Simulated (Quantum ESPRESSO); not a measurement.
Runs of Quantum ESPRESSO 7.5 on MnS. Symmetry: Fm-3m, No. 225, cubic system. Conventional cell: a = 5.209 Å, b = 5.209 Å, c = 5.209 Å, α = 90.00°, β = 90.00°, γ = 90.00°. Mn (site symmetry m-3m) has 6 S at 2.60 Å as nearest neighbours. S (site symmetry m-3m) is surrounded by 6 Mn at 2.60 Å. 

```csv
task,level,potentials or basis,cell,k mesh,cutoff (eV),form of the LDA correlation,SCF threshold,symmetry,gap on the mesh (eV),pressure (GPa),moment (μB)
single point,PBEsol,GBRV 1.5 PBEsol,as given,9 × 9 × 9,612,-,4e-10 Ry,-,none,-7.2,4.70
band structure,PBEsol,GBRV 1.5 PBEsol,as given,9 × 9 × 9,612,-,4e-10 Ry,-,none,-7.2,4.70
band structure,r2SCAN,SG15 PBE 1.2,as given,7 × 7 × 7,952,-,1e-08 Ry,off,(a),-,5.00
band structure,LDA,GBRV 1.5 LDA,as given,9 × 9 × 9,612,PZ81,4e-10 Ry,-,none,-11.7,4.57
single point,PBEsol,GBRV 1.5 PBEsol,"atoms moved at random, drawn with an rms of 0.05 Å",9 × 9 × 9,612,-,4e-10 Ry,-,none,-7.2,4.70
```

Alike in all rows: spin collinear, ferromagnetic start; smearing fermi-dirac 0.05 eV.

Problem. Fill in the values left out.

Solution. (a) 0.33.

Caveats: a cell with one magnetic atom can't hold antiferromagnetic order, which such compounds often take; semilocal functionals often make such compounds metallic where correlation or magnetic order opens a gap, which also shifts bond lengths (some runs); the potentials were made for another functional, which shifts forces and pressure (some runs); the mesh misses the band edges, which the band path finds closer together (some runs).

A gap of «none» marks a metal or a gap under the smearing width.
